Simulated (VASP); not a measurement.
# Re: relaxation of cell and atoms with r2SCAN

Re:

```xyz
2
Lattice="2.7610 0.0000 0.0000 -1.3805 2.3911 0.0000 0.0000 0.0000 4.4560" Properties=species:S:1:pos:R:3 pbc="T T T"
Re    0.0000    1.5941    1.1140
Re    1.3805    0.7970    3.3420
```

* Program: VASP 6.6.1
* Task: relaxation of cell and atoms
* Functional: r2SCAN
* Potentials or basis: VASP PAW PBE potentials, release 64 (Re)
* Cutoff: 600 eV
* k mesh: 18 × 18 × 10
* Occupations: gaussian, width 0.1 eV
* Spin: no spin polarisation
* Further INCAR settings: ALGO = Normal; EDIFF = 1e-07; IBRION = 2; EDIFFG = -0.005; NSW = 90; ISIF = 3

```yaml
Relaxed_volume: 14.70 Å³/atom
Relaxed_cell: a = 2.758 Å, b = 2.758 Å, c = 4.463 Å, α = 90.00°, β = 90.00°, γ = 120.00°
Space_group_after_relaxing_to_0.05_Å: P6_3/mmc (No. 194)
Energy_gained_by_relaxing: 0.1 meV/atom
Ionic_steps: 5
Pressure_after_relaxing: 0.0 GPa
Band_gap_on_the_k_mesh: none (metal or under the smearing width)
```

The path:
```
step  energy change (eV)  largest force (eV/Å)  pressure (GPa)  volume (Å³)
   1              0.0000                0.0000           -0.12        29.42
   2              0.0001                0.0000            0.53        29.37
   3             -0.0002                0.0000            0.17        29.40
   4             -0.0001                0.0000           -0.56        29.45
   5             -0.0002                0.0000            0.03        29.41
```

Final structure:
```
Re
1.0
     2.75846    0.00000    0.00000
    -1.37923    2.38890    0.00000
     0.00000    0.00000    4.46255
Re
2
Direct
  0.33333 0.66667 0.25000
  0.66667 0.33333 0.75000
```

Levels at points of the mesh, in eV from the Fermi level:
| k point | band 3 | band 4 | band 5 | band 6 | band 7 | band 8 | band 9 | band 10 | band 11 |
| --- | --- | --- | --- | --- | --- | --- | --- | --- | --- |
| (0.00, 0.00, 0.00) | -1.65 | -1.61 | -1.61 | -0.75 | -0.75 | 0.25 | 0.25 | 0.54 | 3.54 |
| (0.50, 0.00, 0.00) | -5.48 | -1.96 | -1.85 | -1.45 | -0.63 | 4.15 | 4.55 | 4.70 | 6.30 |
| (0.00, 0.00, 0.50) | -2.51 | -2.51 | -1.74 | -1.74 | -1.74 | -1.74 | 2.68 | 2.68 | 2.68 |
| (0.50, 0.00, 0.50) | -4.27 | -4.27 | 0.46 | 0.46 | 0.92 | 0.92 | 4.47 | 4.47 | 4.97 |

Run time: 10 min on 1 thread of Intel(R) Xeon(R) Platinum 8488C (Sapphire Rapids) (shared host), peak memory 0.24 GiB.

Caveat: the PAW data sets were made with another functional, which shifts forces and pressure a little. Spin-orbit coupling is left out, which matters for the levels of Re.
